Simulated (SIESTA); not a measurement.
Runs of SIESTA 5.4.2 on Te. Symmetry: P3_121, No. 152, trigonal system. Conventional cell: a = 4.454 Å, b = 4.454 Å, c = 5.924 Å, α = 90.00°, β = 90.00°, γ = 120.00°. Te (site symmetry 2) is surrounded by 2 Te at 2.86 Å. 

```tsv
task	level	potentials or basis	broadening (eV)	window to (eV)	optical mesh offset	pressure (GPa)	V0 of scaled cells (Å³/atom)	B0 (GPa)	largest force (eV/Å)
band structure	PBEsol	PseudoDojo 0.4 standard (PBEsol files), DZP (energy shift 0.003 Ry; two zetas on semicore shells)	-	-	-	(c)	-	-	0.58
band structure	LDA	PseudoDojo 0.4 standard (LDA files), DZP (energy shift 0.003 Ry; two zetas on semicore shells)	-	-	-	-0.7	-	-	(a)
equation of state	PBEsol	PseudoDojo 0.4 standard (PBEsol files), DZP (energy shift 0.003 Ry; two zetas on semicore shells)	-	-	-	-	34.15	48	-
band structure	PBE	PseudoDojo 0.4 standard (PBE files), DZP (energy shift 0.003 Ry; two zetas on semicore shells)	-	-	-	2.8	-	-	0.63
optical spectrum	PBE	PseudoDojo 0.4 standard (PBE files), DZP (energy shift 0.003 Ry; two zetas on semicore shells)	0.1 eV	30 eV	true	2.8	-	-	0.63
equation of state	LDA	PseudoDojo 0.4 standard (LDA files), DZP (energy shift 0.003 Ry; two zetas on semicore shells)	-	-	-	-	33.48	(b)	-
```

Alike in all rows: no spin polarisation; cell as given; k mesh 7 × 7 × 5; smearing fermi-dirac 0.05 eV; grid cutoff 500 Ry; energy shift 0.003 Ry.

Q: Estimate the missing entries.

A: (a) 0.53; (b) 51; (c) 0.4.

Caveats: the basis of atomic orbitals isn't converged, which shifts pressures, moduli and gaps; the cell was scaled at fixed shape and fractional positions, which overstates the stiffness of a crystal with free parameters, most of all of layers and chains (some runs); the basis holds too few empty states to meet the f-sum rule, so the spectrum is short of weight at high energy (some runs); spectra need much finer meshes, so this one isn't converged (some runs); independent-particle spectra lack excitons (some runs).
